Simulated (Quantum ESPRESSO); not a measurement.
## PtSe2 (Sudovikovite) under changes of volume

One of the cells (20.265 Å³/atom); the others are scaled copies at fixed shape and fractional positions:

```
Pt Se
1.0
     3.72400    0.00000    0.00000
    -1.86200    3.22508    0.00000
     0.00000    0.00000    5.06200
Pt Se
1 2
Cartesian
  0.0000 0.0000 0.0000
  1.8620 1.0750 3.7965
  0.0000 2.1501 1.2655
```

* Program: Quantum ESPRESSO 7.5
* Functional: LDA
* Potentials or basis: GBRV 1.5 LDA
* Cutoff: 612 eV
* Density cutoff: 4898 eV
* k mesh: 8 × 8 × 5
* Occupations: fermi-dirac, width 0.05 eV
* Spin: no spin polarisation

| volume (Å³/atom) | energy over the lowest point (meV/atom) | pressure (GPa) | largest force (eV/Å) |
| --- | --- | --- | --- |
| 19.049 | 30.24 | 8.9 | 1.060 |
| 19.455 | 11.94 | 5.3 | 0.749 |
| 19.860 | 2.18 | 2.1 | 0.464 |
| 20.265 | 0.00 | -0.7 | 0.203 |
| 20.671 | 4.54 | -3.2 | 0.037 |
| 21.076 | 15.10 | -5.4 | 0.256 |
| 21.481 | ? | ? | ? |

Q: What does the run at 21.481 Å³/atom give?

A: Energy over the lowest point 30.98 meV/atom; pressure -7.4 GPa; largest force 0.457 eV/Å.

Worked out: A Birch-Murnaghan fit of order 3 (a polynomial in V^(-2/3)) to the other rows has its minimum at 20.19 Å³/atom with B0 = V·E''(V) = 136 GPa and B' = 4.8 at fixed shape and positions, which overstates the stiffness. It gives 30.99 meV/atom at 21.481 Å³/atom, against the run's 30.98, and -dE/dV = -7.3 GPa, against -7.4.

Energies are extrapolated to zero smearing.

Caveats: forces of over 1 eV/Å show positions far from the minimum, so gaps and moduli don't describe the material at rest (some runs).
